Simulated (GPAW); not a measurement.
The system is Si.

```
Si
1.0
     0.00000    2.72185    2.72185
     2.72185    0.00000    2.72185
     2.72185    2.72185    0.00000
Si
2
Cartesian
  0.0000 0.0000 0.0000
  1.3609 1.3609 1.3609
```

Program: GPAW 26.7.0. Alike in all runs: task band structure; no spin polarisation; cell as given; k mesh 8 × 8 × 8; cutoff (eV) 600; smearing fermi-dirac 0.05 eV.

Order these runs on this cell by their band gap on the k mesh, lowest first.
A. level BP86; potentials or basis PAW data sets generated in the run's folder for this functional, pw; band points 100
B. level M06-L; potentials or basis GPAW PAW data sets (gpaw-data 1.2.1), pw; band points 80
C. level LDA; potentials or basis PAW data sets generated in the run's folder for this functional, pw; band points 80
D. level mBEEF; potentials or basis GPAW PAW data sets (gpaw-data 1.2.1), pw; band points 60

C (0.53 eV), A (0.68 eV), B (0.86 eV), D (1.03 eV).

A k mesh can miss the band edges.

Not every run made on this cell is shown here.
